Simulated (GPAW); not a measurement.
# GaSb (F-43m) in GPAW: settings compared

The runs below take GaSb through band structure, with PBEsol, RPBE, revPBE, BLYP, r2SCAN.

Program: GPAW 26.7.0. These are calculated values, not measurements. Logs are shortened: lines on timing, memory, paths and dates and some standing lists are left out, and cuts for length are marked. The log counts tension as positive stress, the text compression.

**Measured values to compare with.**

From a printed reference work, data compilation, for a bulk crystal of GaSb at 4.2 K: band gap 0.811 eV (direct).

The results are compared with them further down.

## 1. The crystal as given

The structure is cubic, space group F-43m (No. 216). The conventional cell has a = 6.118 Å, b = 6.118 Å, c = 6.118 Å, α = 90.00°, β = 90.00°, γ = 90.00°. Sb (site symmetry -43m) has 4 Ga at 2.65 Å as nearest neighbours. Ga (site symmetry -43m) has 4 Sb at 2.65 Å as nearest neighbours.

## 2. Band structure, PBEsol

run.py

```python
from ase.dft.bandgap import bandgap
from ase.io import read, write
from ase.units import GPa
from gpaw import GPAW, PW, setup_paths

setup_paths.insert(0, '.')

atoms = read('GaSb.xyz')

calc = GPAW(mode=PW(600),
            xc='PBEsol',
            kpts={'size': (8, 8, 8), 'gamma': True},
            occupations={'name': 'fermi-dirac', 'width': 0.05},
            nbands=18,
            convergence={'density': 1e-05, 'energy': 1e-05},
            maxiter=150,
            txt='gpaw.txt')
atoms.calc = calc
energy = atoms.get_potential_energy()
forces = atoms.get_forces()
stress = atoms.get_stress()
calc.write('gs.gpw')
write('result.traj', atoms)
print(f'Energy: {energy:.6f} eV')
print('Forces (eV/A):')
print(forces.round(4))
print('Stress (GPa):', (stress / GPa).round(3))
print('Fermi level:', round(calc.get_fermi_level(), 4), 'eV')
print(f'Gap: {bandgap(calc)[0]:.4f} eV, direct: {bandgap(calc, direct=True)[0]:.4f} eV')

path = atoms.cell.bandpath('GXWKGLUWLK,UX', npoints=80, eps=1e-4)
bs_calc = calc.fixed_density(kpts=path, symmetry='off', nbands=30,
                             convergence={'bands': 'CBM+6.0', 'eigenstates': 1e-6}, txt='bands.txt')
bs = bs_calc.band_structure()
bs.write('bs.json')
print(f'Gap on the path: {bandgap(bs_calc)[0]:.4f} eV')
```

GaSb.xyz

```xyz
2
Lattice="0.0000000000 3.0590000000 3.0590000000 3.0590000000 0.0000000000 3.0590000000 3.0590000000 3.0590000000 0.0000000000" Properties=species:S:1:pos:R:3 pbc="T T T"
Sb     4.5885000000      4.5885000000      4.5885000000
Ga     0.0000000000      0.0000000000      0.0000000000
```

Potentials or basis: PAW data sets generated in the run's folder for this functional, pw.

Launch:

```console
> gpaw-setup -f PBEsol Ga Sb
> OMP_NUM_THREADS=1 python run.py
```

gpaw.txt:

```text
__  _  _
 | _ |_)|_||  |
 |__||  | ||/\| - 26.7.0

Input parameters:
  mode=PW(ecut=600.0),
  convergence={'density': 1e-05, 'energy': 1e-05},
  kpts=MonkhorstPack(size=(8, 8, 8), gamma=True),
  maxiter=150,
  nbands=18,
  occupations=Occupations(name='fermi-dirac', width=0.05),
  xc=XC(name='PBEsol')

Diagonalizing LCAO Hamiltonian
Converting LCAO to pw mode

                     Sb

       Ga

Atoms  # Å, Bohr magnetons
|   | symbol |        x |        y |        z |    initial magnetic moments |
|---|--------|----------|----------|----------|-----------------------------|
| 0 |     Sb | 4.588500 | 4.588500 | 4.588500 | ( 0.0000,  0.0000,  0.0000) |
| 1 |     Ga | 0.000000 | 0.000000 | 0.000000 | ( 0.0000,  0.0000,  0.0000) |

Unit cell  # Å
| periodic |        x |        y |        z |  lengths |    angles |
|----------|----------|----------|----------|----------|-----------|
|      yes | 0.000000 | 3.059000 | 3.059000 | 4.326079 | 60.000000 |
|      yes | 3.059000 | 0.000000 | 3.059000 | 4.326079 | 60.000000 |
|      yes | 3.059000 | 3.059000 | 0.000000 | 4.326079 | 60.000000 |

Number of symmetries: 24
Symmetry operations  # r_c * U_cc + t_c -> r_c
|    | kind |            matrix            |
|----|------|------------------------------|
|  0 |  E   |  1, 0, 0,  0, 1, 0,  0, 0, 1 |
|  1 |  σ   |  1, 0, 0,  0, 0, 1,  0, 1, 0 |
|  2 |  σ   |  1, 0,-1,  0, 1,-1,  0, 0,-1 |
|  3 |  C3  |  1, 0,-1,  0, 0,-1,  0, 1,-1 |
|  4 |  C3  |  1,-1, 0,  0,-1, 1,  0,-1, 0 |
|  5 |  σ   |  1,-1, 0,  0,-1, 0,  0,-1, 1 |
|  6 |  σ   |  0, 1, 0,  1, 0, 0,  0, 0, 1 |
|  7 |  C3  |  0, 1, 0,  0, 0, 1,  1, 0, 0 |
|  8 |  C2  |  0, 1,-1,  1, 0,-1,  0, 0,-1 |
|  9 |  S4  |  0, 1,-1,  0, 0,-1,  1, 0,-1 |
| 10 |  C3  |  0, 0, 1,  1, 0, 0,  0, 1, 0 |
| 11 |  σ   |  0, 0, 1,  0, 1, 0,  1, 0, 0 |
| 12 |  S4  |  0, 0,-1,  1, 0,-1,  0, 1,-1 |
| 13 |  C3  |  0, 0,-1,  0, 1,-1,  1, 0,-1 |
| 14 |  S4  |  0,-1, 1,  1,-1, 0,  0,-1, 0 |
| 15 |  C2  |  0,-1, 1,  0,-1, 0,  1,-1, 0 |
| 16 |  C3  |  0,-1, 0,  1,-1, 0,  0,-1, 1 |
| 17 |  S4  |  0,-1, 0,  0,-1, 1,  1,-1, 0 |
| 18 |  S4  | -1, 1, 0, -1, 0, 1, -1, 0, 0 |
| 19 |  C3  | -1, 1, 0, -1, 0, 0, -1, 0, 1 |
| 20 |  C3  | -1, 0, 1, -1, 1, 0, -1, 0, 0 |
| 21 |  S4  | -1, 0, 1, -1, 0, 0, -1, 1, 0 |
| 22 |  σ   | -1, 0, 0, -1, 1, 0, -1, 0, 1 |
| 23 |  C2  | -1, 0, 0, -1, 0, 1, -1, 1, 0 |

BZ-sampling:
  Number of BZ points: 512
  Number of IBZ points: 29

  Monkhorst-Pack size: [8, 8, 8]
  Monkhorst-Pack shift: [0.0625, 0.0625, 0.0625]

K-points  # in reciprocal-cell coordinates
|     |                                coordinates |     weight |
|-----|--------------------------------------------|------------|
|   0 | (  0.00000000,   0.00000000,   0.00000000) | 0.00195312 |
|   1 | (  0.12500000,   0.12500000,   0.00000000) | 0.01171875 |
|   2 | (  0.12500000,   0.12500000,   0.12500000) | 0.01562500 |
|   3 | (  0.25000000,   0.12500000,   0.12500000) | 0.02343750 |
|   4 | (  0.25000000,   0.25000000,   0.00000000) | 0.01171875 |
|   5 | (  0.25000000,   0.25000000,   0.12500000) | 0.04687500 |
|   6 | (  0.25000000,   0.25000000,   0.25000000) | 0.01562500 |
|   7 | (  0.37500000,   0.25000000,  -0.37500000) | 0.04687500 |
|   8 | (  0.37500000,   0.25000000,   0.12500000) | 0.04687500 |
|   9 | (  0.37500000,   0.25000000,   0.25000000) | 0.04687500 |
| ... |                                            |            |
|  28 | (  0.50000000,   0.50000000,   0.50000000) | 0.00781250 |

Plane wave coefficients: 1926
Cutoff: 600.0 eV

Spin-components: 1 (collinear spins)
Bands:           18
Projectors:      11
Spin-degeneracy: 2
Datatype:        complex128

Parallelization:
  kpt:    1
  domain: 1
  band:   1

Density:
  Valence electrons: 18.0
  Components: 1
  Grid points: [25 25 25]
  Charge: 0.0  # |e|

Potential:
  Grid points: [25 25 25]

species:
  Sb:
    name:    Antimony
    Z:       51.0
    valence: 15
    core:    36
    charge:  0.0  # [|e|]
    compensation charges:
      type: gauss
      rc: 0.36  # [Å]
      lmax: 2
    cutoffs:
      filter: 2.23  # [Å]
      core: 2.23  # [Å]
    projectors
    | kind |    occ | energy [eV] | rcut [Å] |
    |------|--------|-------------|----------|
    |   5s |  2.000 |     -12.861 |    1.154 |
    |   5p |  3.000 |      -4.846 |    1.233 |
    |   4d | 10.000 |     -33.456 |    1.196 |
    |    s |        |      14.351 |    1.154 |
    |    p |        |      22.365 |    1.233 |
    |    d |        |      -6.245 |    1.196 |

    Using partial waves for Sb as LCAO basis

  Ga:
    name:    Gallium
    Z:       31.0
    valence: 3
    core:    28
    charge:  0.0  # [|e|]
    compensation charges:
      type: gauss
      rc: 0.37  # [Å]
      lmax: 2
    cutoffs:
      filter: 2.06  # [Å]
      core: 4.17  # [Å]
    projectors
    | kind |    occ | energy [eV] | rcut [Å] |
    |------|--------|-------------|----------|
    |   4s |  2.000 |      -8.959 |    1.164 |
    |   4p |  1.000 |      -2.572 |    1.164 |
    |    s |        |      18.252 |    1.164 |
    |    p |        |      24.640 |    1.164 |
    |    d |        |       0.000 |    1.164 |

    Using partial waves for Ga as LCAO basis

Reference energy: -229049.218856  # eV

eigensolver:
  PPCG
  Converge bands: occupied
  niter=2

density mixing:
  MSR1-Mixer
  Pratt-step length: 0.05
  Maximum mixing coefficient: 0.75
  Old densities: 10
  SVD Regularization: 0.005
  Good broyden scale: 1.0
  Trust region scale: 1.0
  Backstep threshold: 4.0
  History deletion threshold: 6.0
  Fourier metric: weight=20.0, sigma=0.015

occupation numbers:
  Fermi-Dirac:
    width: 0.0500  # eV

poisson solver:
  ecut: 4800.0  # eV

xc functional:
  name: PBEsol with 2 nearest neighbor stencil

convergence criteria:
- Maximum integral of absolute [dens]ity change: 1e-05 electrons / valence electron
- Maximum [total energy] change in last 3 cyles: 1e-05 eV / valence electron
- Maximum integral of absolute [eigenst]ate change: 4e-08 eV^2 / valence electron
maximum number of iterations: 150

SCF iterations
|iter     | |      energy | eigst |  dens |
|---------|-|-------------|-------|-------|
|iter:   1| |   -8.476077 | +0.21 |       |
|iter:   2| |   -8.476929 | -1.98 | -1.29 |
|iter:   3| |   -8.440782 | -2.53 | -1.32 |
|iter:   4| |   -8.440549 | -3.25 | -1.88 |
|iter:   5| |   -8.440836 | -4.31 | -2.64 |
|iter:   6| |   -8.440930 | -5.08 | -3.03 |
|iter:   7| |   -8.440931c| -6.82 | -4.15 |
|iter:   8| |   -8.440931c| -7.67c| -4.62 |
|iter:   9| |   -8.440931c| -8.49c| -5.35c|

Converged in 9 steps
Energy contributions relative to reference atoms: (reference = -229049.218856)

Energy contributions:
  Kinetic:          10.305518
  Coulomb:          -9.114343
  Zero:              0.177554
  External:          0.000000
  Xc:               -9.809414
  Entropy:          -0.000490
  Spinorbit:         0.000000
  ----------------------------
  Free energy:      -8.441176
  Extrapolated:     -8.440931

dipole moment: (-11.041988, -11.041988, -11.041988)  # |e|*Ang

Fermi level: 4.804
Eigenvalues  # (at kpt = [0.000, 0.000, 0.000])
| band index |      eig [eV] | occ [0-2] |
|------------|---------------|-----------|
|          0 |       -23.948 |     2.000 |
|        ... |               |           |
|          2 |       -23.948 |     2.000 |
|          3 |       -23.931 |     2.000 |
|          4 |       -23.931 |     2.000 |
|          5 |        -6.732 |     2.000 |
|          6 |         4.736 |     1.588 |
|          7 |         4.736 |     1.588 |
[... 8 lines left out ...]
|         16 |        14.183 |     0.000 |
|         17 |        14.183 |     0.000 |

No gap
No difference between direct/indirect transitions

Forces  # eV/Ang
|        x |        y |        z |
|----------|----------|----------|
|  0.00000 |  0.00000 |  0.00000 |  # Sb   0
| -0.00000 | -0.00000 | -0.00000 |  # Ga   1

Stress tensor  # eV/Ang^3
|         x |        y |         z |
|-----------|----------|-----------|
|  0.000836 | 0.000000 | -0.000000 |
|  0.000000 | 0.000836 |  0.000000 |
| -0.000000 | 0.000000 |  0.000836 |

# Writing to gs.gpw (mode='')
```

Run time: 56 s. Hardware: 1 thread of Arm Neoverse V1, shared host; peak memory 0.29 GiB.

Results:

```yaml
Free_energy: -8.4412 eV
Pressure: -0.1 GPa
Band_gap_along_the_path: none (metal or under the smearing width)
```

Levels at the corners of the path, in eV from the Fermi level:
```csv
point,band 7,band 8,band 9,band 10,band 11,band 12
Γ,-0.07,-0.07,-0.07,-0.03,2.73,2.73
X,-6.84,-2.63,-2.63,0.81,1.11,8.66
W,-6.70,-3.44,-3.20,3.63,4.20,4.34
K,-6.66,-3.69,-2.25,1.30,3.79,6.54
Γ,-0.07,-0.07,-0.07,-0.03,2.73,2.73
L,-6.42,-1.21,-1.21,0.32,3.69,3.69
U,-6.66,-3.69,-2.25,1.30,3.79,6.54
W,-6.70,-3.44,-3.20,3.63,4.20,4.34
L,-6.42,-1.21,-1.21,0.32,3.69,3.69
K,-6.66,-3.69,-2.25,1.30,3.79,6.54
U,-6.66,-3.69,-2.25,1.30,3.79,6.54
X,-6.84,-2.63,-2.63,0.81,1.11,8.66
```

Caveat: spin-orbit coupling is left out, which moves the levels of the heavy elements.

## 3. Band structure, RPBE

Changes to run.py since step 2:

```diff
@@ -3,10 +3,8 @@
 from ase.units import GPa
-from gpaw import GPAW, PW, setup_paths
+from gpaw import GPAW, PW
 
-setup_paths.insert(0, '.')
-
-atoms = read('GaSb.xyz')
+atoms = read('POSCAR')
 
 calc = GPAW(mode=PW(600),
-            xc='PBEsol',
+            xc='RPBE',
             kpts={'size': (8, 8, 8), 'gamma': True},
```

POSCAR

```
GaSb
1.0
    0.0000000000      3.0590000000      3.0590000000
    3.0590000000      0.0000000000      3.0590000000
    3.0590000000      3.0590000000      0.0000000000
Sb Ga
1 1
Direct
    0.7500000000      0.7500000000      0.7500000000
    0.0000000000      0.0000000000      0.0000000000
```

Potentials or basis: the program's PAW data sets (release 1.2.1) made for this functional, pw.

Launch:

```console
> OMP_NUM_THREADS=1 python run.py
```

gpaw.txt:

```text
__  _  _
 | _ |_)|_||  |
 |__||  | ||/\| - 26.7.0

Input parameters:
  mode=PW(ecut=600.0),
  convergence={'density': 1e-05, 'energy': 1e-05},
  kpts=MonkhorstPack(size=(8, 8, 8), gamma=True),
  maxiter=150,
  nbands=18,
  occupations=Occupations(name='fermi-dirac', width=0.05),
  xc=XC(name='RPBE')

Diagonalizing LCAO Hamiltonian
Converting LCAO to pw mode

                     Sb

       Ga

Atoms  # Å, Bohr magnetons
|   | symbol |        x |        y |        z |    initial magnetic moments |
|---|--------|----------|----------|----------|-----------------------------|
| 0 |     Sb | 4.588500 | 4.588500 | 4.588500 | ( 0.0000,  0.0000,  0.0000) |
| 1 |     Ga | 0.000000 | 0.000000 | 0.000000 | ( 0.0000,  0.0000,  0.0000) |

Unit cell  # Å
| periodic |        x |        y |        z |  lengths |    angles |
|----------|----------|----------|----------|----------|-----------|
|      yes | 0.000000 | 3.059000 | 3.059000 | 4.326079 | 60.000000 |
|      yes | 3.059000 | 0.000000 | 3.059000 | 4.326079 | 60.000000 |
|      yes | 3.059000 | 3.059000 | 0.000000 | 4.326079 | 60.000000 |

Number of symmetries: 24
Symmetry operations  # r_c * U_cc + t_c -> r_c
|    | kind |            matrix            |
|----|------|------------------------------|
|  0 |  E   |  1, 0, 0,  0, 1, 0,  0, 0, 1 |
|  1 |  σ   |  1, 0, 0,  0, 0, 1,  0, 1, 0 |
|  2 |  σ   |  1, 0,-1,  0, 1,-1,  0, 0,-1 |
|  3 |  C3  |  1, 0,-1,  0, 0,-1,  0, 1,-1 |
|  4 |  C3  |  1,-1, 0,  0,-1, 1,  0,-1, 0 |
|  5 |  σ   |  1,-1, 0,  0,-1, 0,  0,-1, 1 |
|  6 |  σ   |  0, 1, 0,  1, 0, 0,  0, 0, 1 |
|  7 |  C3  |  0, 1, 0,  0, 0, 1,  1, 0, 0 |
|  8 |  C2  |  0, 1,-1,  1, 0,-1,  0, 0,-1 |
|  9 |  S4  |  0, 1,-1,  0, 0,-1,  1, 0,-1 |
| 10 |  C3  |  0, 0, 1,  1, 0, 0,  0, 1, 0 |
| 11 |  σ   |  0, 0, 1,  0, 1, 0,  1, 0, 0 |
| 12 |  S4  |  0, 0,-1,  1, 0,-1,  0, 1,-1 |
| 13 |  C3  |  0, 0,-1,  0, 1,-1,  1, 0,-1 |
| 14 |  S4  |  0,-1, 1,  1,-1, 0,  0,-1, 0 |
| 15 |  C2  |  0,-1, 1,  0,-1, 0,  1,-1, 0 |
| 16 |  C3  |  0,-1, 0,  1,-1, 0,  0,-1, 1 |
| 17 |  S4  |  0,-1, 0,  0,-1, 1,  1,-1, 0 |
| 18 |  S4  | -1, 1, 0, -1, 0, 1, -1, 0, 0 |
| 19 |  C3  | -1, 1, 0, -1, 0, 0, -1, 0, 1 |
| 20 |  C3  | -1, 0, 1, -1, 1, 0, -1, 0, 0 |
| 21 |  S4  | -1, 0, 1, -1, 0, 0, -1, 1, 0 |
| 22 |  σ   | -1, 0, 0, -1, 1, 0, -1, 0, 1 |
| 23 |  C2  | -1, 0, 0, -1, 0, 1, -1, 1, 0 |

BZ-sampling:
  Number of BZ points: 512
  Number of IBZ points: 29

  Monkhorst-Pack size: [8, 8, 8]
  Monkhorst-Pack shift: [0.0625, 0.0625, 0.0625]

K-points  # in reciprocal-cell coordinates
|     |                                coordinates |     weight |
[... 74 lines left out ...]
      filter: 2.06  # [Å]
      core: 4.17  # [Å]
    projectors
    | kind |    occ | energy [eV] | rcut [Å] |
    |------|--------|-------------|----------|
    |   4s |  2.000 |      -8.878 |    1.164 |
    |   4p |  1.000 |      -2.543 |    1.164 |
    |    s |        |      18.334 |    1.164 |
    |    p |        |      24.668 |    1.164 |
    |    d |        |       0.000 |    1.164 |

    Using partial waves for Ga as LCAO basis

Reference energy: -229181.228592  # eV

eigensolver:
  PPCG
  Converge bands: occupied
  niter=2

density mixing:
  MSR1-Mixer
  Pratt-step length: 0.05
  Maximum mixing coefficient: 0.75
  Old densities: 10
  SVD Regularization: 0.005
  Good broyden scale: 1.0
  Trust region scale: 1.0
  Backstep threshold: 4.0
  History deletion threshold: 6.0
  Fourier metric: weight=20.0, sigma=0.015

occupation numbers:
  Fermi-Dirac:
    width: 0.0500  # eV

poisson solver:
  ecut: 4800.0  # eV

xc functional:
  name: RPBE with 2 nearest neighbor stencil

convergence criteria:
- Maximum integral of absolute [dens]ity change: 1e-05 electrons / valence electron
- Maximum [total energy] change in last 3 cyles: 1e-05 eV / valence electron
- Maximum integral of absolute [eigenst]ate change: 4e-08 eV^2 / valence electron
maximum number of iterations: 150

SCF iterations
|iter     | |      energy | eigst |  dens |
|---------|-|-------------|-------|-------|
|iter:   1| |   -6.926162 | +0.19 |       |
|iter:   2| |   -6.932314 | -2.02 | -1.29 |
|iter:   3| |   -6.940843 | -2.41 | -1.31 |
|iter:   4| |   -6.946467 | -3.07 | -1.83 |
|iter:   5| |   -6.947015 | -4.06 | -2.55 |
|iter:   6| |   -6.947214 | -4.69 | -2.90 |
|iter:   7| |   -6.947215 | -6.33 | -3.99 |
|iter:   8| |   -6.947215c| -7.06 | -4.45 |
|iter:   9| |   -6.947215c| -7.87c| -5.33c|

Converged in 9 steps
Energy contributions relative to reference atoms: (reference = -229181.228592)

Energy contributions:
  Kinetic:          13.049034
  Coulomb:         -11.331200
  Zero:              0.173231
  External:          0.000000
  Xc:               -8.838141
  Entropy:          -0.000278
  Spinorbit:         0.000000
  ----------------------------
  Free energy:      -6.947354
  Extrapolated:     -6.947215

dipole moment: (-10.995859, -10.995859, -10.995859)  # |e|*Ang

Fermi level: 5.117
Eigenvalues  # (at kpt = [0.000, 0.000, 0.000])
| band index |      eig [eV] | occ [0-2] |
|------------|---------------|-----------|
|          0 |       -23.789 |     2.000 |
|          1 |       -23.789 |     2.000 |
|          2 |       -23.789 |     2.000 |
|          3 |       -23.773 |     2.000 |
|          4 |       -23.773 |     2.000 |
|          5 |        -6.419 |     2.000 |
[... 10 lines left out ...]
|         16 |        14.624 |     0.000 |
|         17 |        14.624 |     0.000 |

Gap: 0.189 eV
Transition (v -> c):
  (s=0, k=0, n=8, [0.00, 0.00, 0.00]) -> (s=0, k=0, n=9, [0.00, 0.00, 0.00])
No difference between direct/indirect transitions

Forces  # eV/Ang
|       x |       y |       z |
|---------|---------|---------|
| 0.00000 | 0.00000 | 0.00000 |  # Sb   0
| 0.00000 | 0.00000 | 0.00000 |  # Ga   1

Stress tensor  # eV/Ang^3
|         x |         y |         z |
|-----------|-----------|-----------|
| -0.024683 | -0.000000 |  0.000000 |
| -0.000000 | -0.024683 | -0.000000 |
|  0.000000 | -0.000000 | -0.024683 |

# Writing to gs.gpw (mode='')
```

Wall time 52 s (1 thread of Arm Neoverse V1, shared host); peak memory 0.29 GiB.

Results:

```
Free energy             : -6.9474 eV
Pressure                : 4.0 GPa
Band gap on the k mesh  : 0.19 eV, direct
Band gap along the path : 0.19 eV, direct
```

Levels at the corners of the path, in eV from the valence-band top:
```
point  band 6  band 7  band 8  band 9  band 10  band 11  band 12  band 13
    Γ  -11.41    0.00    0.00    0.00     0.19     2.83     2.83     2.83
    X   -9.03   -6.73   -2.55   -2.55     1.01     1.37     8.79     8.79
    W   -9.00   -6.59   -3.32   -3.08     3.76     4.44     4.50     4.87
    K   -9.10   -6.55   -3.57   -2.17     1.51     3.97     6.72     6.89
    Γ  -11.41    0.00    0.00    0.00     0.19     2.83     2.83     2.83
    L   -9.84   -6.29   -1.14   -1.14     0.52     3.81     3.81     6.68
    U   -9.10   -6.55   -3.57   -2.17     1.51     3.97     6.72     6.89
    W   -9.00   -6.59   -3.32   -3.08     3.76     4.44     4.50     4.87
    L   -9.84   -6.29   -1.14   -1.14     0.52     3.81     3.81     6.68
    K   -9.10   -6.55   -3.57   -2.17     1.51     3.97     6.72     6.89
    U   -9.10   -6.55   -3.57   -2.17     1.51     3.97     6.72     6.89
    X   -9.03   -6.73   -2.55   -2.55     1.01     1.37     8.79     8.79
```

Caveat: spin-orbit coupling is left out, which moves the levels of the heavy elements.

[end of part 1 of 2]
